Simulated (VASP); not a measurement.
Ge, 3 atoms in the cell. It takes space group P4/mmm (No. 123, tetragonal). Conventional cell: a = 5.241 Å, b = 5.241 Å, c = 2.655 Å, α = 90.00°, β = 90.00°, γ = 90.00°. Ge (site symmetry 4/mmm) has 6 Ge at 2.62 to 2.66 Å as nearest neighbours. Around Ge (site symmetry mmm) lie 4 Ge at 2.62 to 2.66 Å. The cell was built by a generator and needn't be a form met in nature.

| Quantity | Value |
| --- | --- |
| Program | VASP 6.6.1 |
| Task | relaxation of cell and atoms |
| Functional | revPBE |
| Dispersion | dDsC |
| Potentials or basis | VASP PAW PBE potentials, release 64 (Ge_d) |
| Cutoff | 600 eV |
| k mesh | 5 × 5 × 10 |
| Occupations | fermi-dirac, width 0.05 eV |
| Spin | no spin polarisation |
| Further INCAR settings | ALGO = Normal; EDIFF = 1e-06; IBRION = 2; EDIFFG = -0.02; NSW = 40; ISIF = 3 |

Potentials or basis: VASP PAW PBE potentials, release 64 (Ge_d).

The run is started by

```bash
$ cat potpaw_PBE.64/Ge_d/POTCAR > POTCAR
$ mpirun -np 1 vasp_std > vasp.out
```

Hardware: 1 thread of Intel(R) Xeon(R) Platinum 8559C (Emerald Rapids), with other jobs on the host.

**Question.** Estimate the wall time of this run.

**Answer.** Wall time 8 min on 1 thread of Intel(R) Xeon(R) Platinum 8559C (Emerald Rapids) (shared host), peak memory 0.23 GiB. Counts: scf iterations 72, k points 36, ion steps 10.
